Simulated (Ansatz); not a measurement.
The system is PtS2.

```
Pt S
1.0
     3.54320    0.00000    0.00000
    -1.77160    3.06850    0.00000
     0.00000    0.00000    5.03880
Pt S
1 2
Direct
  0.00000 0.00000 0.00000
  0.66667 0.33333 0.77300
  0.33333 0.66667 0.22700
```

Program: Ansatz 0.2.0. Alike in all runs: potentials or basis Ansatz PAW; no spin polarisation; cell as given.

Order these runs on this cell by their band gap on the k mesh, lowest first.
A. level r2SCAN; k mesh 9 × 9 × 5; cutoff (eV) 500; smearing fermi-dirac 0.05 eV; points for each segment of the path 14
B. level PBE0; k mesh 5 × 5 × 3; cutoff (eV) 420; smearing fermi-dirac 0.05 eV; points for each segment of the path 4
C. level HF; k mesh 5 × 5 × 3; cutoff (eV) 420; smearing fermi-dirac 0.05 eV; points for each segment of the path 4
D. level r2SCAN50; k mesh 5 × 5 × 3; cutoff (eV) 500; smearing fermi-dirac 0.05 eV; points for each segment of the path 4
E. level PBE; k mesh 9 × 9 × 5; cutoff (eV) 420; smearing fixed

E (1.02 eV), A (1.19 eV), B (2.59 eV), D (3.98 eV), C (7.54 eV).

Caveats: spin-orbit coupling is left out, which moves the levels of the heavy elements; the k mesh misses the band edges, so the gap on the mesh is wider than the one along the path (some runs); odd divisions of the mesh miss points on the zone boundary, where band edges often lie, so the gap on the mesh can be too wide (some runs); forces of over 1 eV/Å show positions far from the minimum, so gaps and moduli don't describe the material at rest (some runs).

Not every run made on this cell is shown here.
